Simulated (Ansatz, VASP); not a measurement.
CuO (Tenorite) in VASP and in Ansatz

The input INCAR:

```
SYSTEM = CuO
  ALGO = Normal
  EDIFF = 1E-7
  ENCUT = 520
  GGA = PS
  ISIF = 2
  ISMEAR = -1
  LASPH = .TRUE.
  LCHARG = .FALSE.
  LREAL = .FALSE.
  LWAVE = .FALSE.
  NBANDS = 25
  NELM = 60
  PREC = Accurate
  SIGMA = 0.05
```

The input KPOINTS:

```
k-points
0
G
  10 10 5
  0 0 0
```

Contents of POSCAR:

```
CuO
1.0
    2.3101994985     -1.6881714891      0.0000000000
    2.3101994985      1.6881714891      0.0000000000
   -0.8385391614      0.0000000000      4.9895114286
Cu O
2 2
Direct
    0.5000000000      0.0000000000      0.5000000000
    0.0000000000      0.5000000000      0.0000000000
    0.4184000000      0.5816000000      0.7500000000
    0.5816000000      0.4184000000      0.2500000000
```

File input.yaml:

```yaml
crystal:
  lattice:
    - [2.3101994985, -1.6881714891, 0.0]
    - [2.3101994985, 1.6881714891, 0.0]
    - [-0.8385391614, 0.0, 4.9895114286]
  atoms:
    - { symbol: Cu, position: [0.5, 0.0, 0.5] }
    - { symbol: Cu, position: [0.0, 0.5, 0.0] }
    - { symbol: O, position: [0.4184, 0.5816, 0.75] }
    - { symbol: O, position: [0.5816, 0.4184, 0.25] }
hamiltonian:
  xc: pbesol
  pseudopotentials: { kind: paw }
kpoints:
  mp_grid: { grid: [10, 10, 5] }
scf:
  occupations: { method: fermi_dirac, width: 0.05 }
output:
  forces: true
  stress: true
  eigenvalues: true
  write_density: true
  write_potential: true
  elf: true
  volumetric_format: npy
```

Change from the starting cell: volume scaled by 0.96.

Alike in both runs: task single point; functional PBEsol; k mesh 10 × 10 × 5; occupations fermi-dirac, width 0.05 eV; no spin polarisation.

```csv
,VASP,Ansatz
version,VASP 6.6.1,Ansatz 0.2.0
potentials or method,"VASP PAW PBE potentials, release 64 (Cu, O)",Ansatz PAW
plane-wave cutoff (eV),520,420
valence electrons in the cell,34,50
```

Ansatz gave:

- gap on the k mesh at the Fermi level (eV): none
- pressure (GPa): 5.1
- largest component of the traceless stress (GPa): 1.57
- rms of the force components (eV/Å): 0.094

Problem. What did VASP give for the same quantities?

Solution. gap on the k mesh at the Fermi level (eV): none; pressure (GPa): 5.8; largest component of the traceless stress (GPa): 1.65; rms of the force components (eV/Å): 0.076.

Atom by atom the forces differ by 0.018 eV/Å (rms over components). A gap of «none» marks a metal or a gap that the smearing closes. With one functional, cell and mesh, what is left measures potentials, basis and numerics. The two sets of potentials don't hold the same shells in valence.

Caveats: the run has no spin polarisation, though such a crystal can be magnetic; semilocal functionals often make such compounds metallic where correlation or magnetic order opens a gap, which also shifts bond lengths; the PAW data sets were made with another functional, which shifts forces and pressure a little (VASP); the pressure holds a Pulay correction of +0.8 GPa for the finite cutoff (Ansatz); the PAW data sets come from PBE, with cores solved anew for the run's functional, which leaves a small shift of forces and pressure (Ansatz).
